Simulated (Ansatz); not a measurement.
Input and command of a plane-wave DFT calculation in Ansatz:

```yaml
crystal:
  lattice:
    - [2.0809634828, -4.9326647082, 0.0]
    - [2.0809634828, 4.9326647082, 0.0]
    - [0.0, 0.0, 3.5086495569]
  atoms:
    - { symbol: Mg, position: [0.6397333534, 0.3602666466, 0.75] }
    - { symbol: Mg, position: [0.3602666466, 0.6397333534, 0.25] }
    - { symbol: Si, position: [0.9359686798, 0.0640313202, 0.75] }
    - { symbol: Si, position: [0.0640313202, 0.9359686798, 0.25] }
basis:
  ecutwfc: 420
kpoints:
  mp_grid: { grid: [6, 6, 6] }
hamiltonian:
  xc: pbesol
scf:
  occupations: { method: gaussian, width: 0.1 }
output:
  forces: true
  stress: true
  eigenvalues: true
relax:
  adjacent_minimum: "off"
  f_tol: 0.05
  max_steps: 60
  cell: { stress_tol: 0.5 }
```

```bash
ansatz run input.yaml --threads 1 --pin off --max-ram 2560MiB --backend cpu --events-out ev --progress --plain --runs-dir out
```

Processor: Arm Neoverse V1, 1 thread, on a host shared with other jobs.

**Question.** Estimate time, memory and problem size.

**Answer.** About 32 s on 1 thread of Arm Neoverse V1, with other jobs on the host, peak memory 0.36 GiB. It solves 18 bands at 52 k points (the mesh reduced by symmetry) with about 1447 plane waves (on the last cell), in 36 SCF iterations over 7 ionic steps.
